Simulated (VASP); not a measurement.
A run of VASP 6.6.1 is set up as follows.

Contents of POSCAR:

```
ZnS
1.0
    0.0000000000      2.7020000000      2.7020000000
    2.7020000000      0.0000000000      2.7020000000
    2.7020000000      2.7020000000      0.0000000000
Zn S
1 1
Direct
    0.7500000000      0.7500000000      0.7500000000
    0.0000000000      0.0000000000      0.0000000000
```

Contents of INCAR.step1:

```
SYSTEM = ZnS
PREC = Accurate ; ENCUT = 520
EDIFF = 1E-5 ; ISMEAR = 0
SIGMA = 0.02 ; LREAL = .FALSE.
LASPH = .TRUE. ; NELM = 100
ALGO = Normal ; ISIF = 2
LWAVE = .TRUE. ; LCHARG = .FALSE.
NBANDS = 16 ; GGA = PE
KPAR = 4
```

File INCAR.step2:

```
SYSTEM = ZnS
PREC = Accurate ; ENCUT = 520
EDIFF = 1E-7 ; ISMEAR = 0
SIGMA = 0.02 ; LREAL = .FALSE.
LASPH = .TRUE. ; NELM = 100
ALGO = Normal ; ISIF = 2
LWAVE = .FALSE. ; LCHARG = .FALSE.
GGA = PE ; LHFCALC = .TRUE.
HFSCREEN = 0.2 ; PRECFOCK = Fast
NBANDS = 16 ; ISTART = 1
KPAR = 4
```

Contents of KPOINTS:

```
Automatic mesh
0
G
  6 6 6
  0 0 0
```

Contents of KPOINTS_OPT:

```
path GXWKGLUWLK,UX
12
line-mode
reciprocal
 0.0000000000  0.0000000000  0.0000000000  G
 0.5000000000  0.0000000000  0.5000000000  X

 0.5000000000  0.0000000000  0.5000000000  X
 0.5000000000  0.2500000000  0.7500000000  W

 0.5000000000  0.2500000000  0.7500000000  W
 0.3750000000  0.3750000000  0.7500000000  K

 0.3750000000  0.3750000000  0.7500000000  K
 0.0000000000  0.0000000000  0.0000000000  G

 0.0000000000  0.0000000000  0.0000000000  G
 0.5000000000  0.5000000000  0.5000000000  L

 0.5000000000  0.5000000000  0.5000000000  L
 0.6250000000  0.2500000000  0.6250000000  U

 0.6250000000  0.2500000000  0.6250000000  U
 0.5000000000  0.2500000000  0.7500000000  W

 0.5000000000  0.2500000000  0.7500000000  W
 0.5000000000  0.5000000000  0.5000000000  L

 0.5000000000  0.5000000000  0.5000000000  L
 0.3750000000  0.3750000000  0.7500000000  K

 0.6250000000  0.2500000000  0.6250000000  U
 0.5000000000  0.0000000000  0.5000000000  X
```

Potentials or basis: VASP PAW PBE potentials, release 64 (Zn, S).

The run is started by

```console
$ cat potpaw_PBE.64/Zn/POTCAR potpaw_PBE.64/S/POTCAR > POTCAR
$ cp INCAR.step1 INCAR
$ mpirun -np 4 vasp_std > vasp.out
$ cp INCAR.step2 INCAR
$ mpirun -np 4 vasp_std > vasp.out
```

**Question.** What does it give for the band gap on the k mesh?

**Answer.** 3.34 eV, direct.

**Question.** What does it give for the band gap along the path?

**Answer.** 3.34 eV, direct.

Levels at the corners of the path, in eV from the valence-band top:
```csv
point,band 5,band 6,band 7,band 8,band 9,band 10,band 11,band 12,band 13,band 14
Γ,-7.41,-7.41,0.00,0.00,0.00,3.34,7.70,7.70,7.70,13.22
X,-7.34,-7.13,-4.99,-2.35,-2.35,4.40,5.28,12.57,13.72,13.72
X,-7.34,-7.13,-4.99,-2.35,-2.35,4.40,5.28,12.57,13.72,13.72
W,-7.42,-6.96,-4.83,-2.98,-2.86,6.80,7.56,9.25,9.44,14.19
W,-7.42,-6.96,-4.83,-2.98,-2.86,6.80,7.56,9.25,9.44,14.19
K,-7.38,-7.01,-4.90,-3.34,-1.91,5.24,7.30,10.78,11.30,12.23
K,-7.38,-7.01,-4.90,-3.34,-1.91,5.24,7.30,10.78,11.30,12.23
Γ,-7.41,-7.41,0.00,0.00,0.00,3.34,7.70,7.70,7.70,13.22
Γ,-7.41,-7.41,0.00,0.00,0.00,3.34,7.70,7.70,7.70,13.22
L,-7.38,-7.17,-5.60,-0.92,-0.92,4.56,8.20,8.20,10.23,13.64
L,-7.38,-7.17,-5.60,-0.92,-0.92,4.56,8.20,8.20,10.23,13.64
U,-7.38,-7.01,-4.90,-3.34,-1.91,5.24,7.30,10.78,11.30,12.23
U,-7.38,-7.01,-4.90,-3.34,-1.91,5.24,7.30,10.78,11.30,12.23
W,-7.42,-6.96,-4.83,-2.98,-2.86,6.80,7.56,9.25,9.44,14.19
W,-7.42,-6.96,-4.83,-2.98,-2.86,6.80,7.56,9.25,9.44,14.19
L,-7.38,-7.17,-5.60,-0.92,-0.92,4.56,8.20,8.20,10.23,13.64
L,-7.38,-7.17,-5.60,-0.92,-0.92,4.56,8.20,8.20,10.23,13.64
K,-7.38,-7.01,-4.90,-3.34,-1.91,5.24,7.30,10.78,11.30,12.23
U,-7.38,-7.01,-4.90,-3.34,-1.91,5.24,7.30,10.78,11.30,12.23
X,-7.34,-7.13,-4.99,-2.35,-2.35,4.40,5.28,12.57,13.72,13.72
```

**Experimental background.**

“Electronic, vibrational, and thermodynamic properties of ZnS (zincblende and rocksalt structure)”, 2009, arxiv:0911.5022 quotes, for a bulk crystal of ZnS at 19 K: band gap 3.85 eV (direct).

Against the measured gap of ZnS, 3.85 eV (direct; 19 K; quoted in “Electronic, vibrational, and thermodynamic properties of ZnS (zincblende and rocksalt structure)”, 2009, arxiv:0911.5022), the calculated 3.34 eV is off by -0.51 eV. The value is that of HSE06, without temperature or zero-point motion.
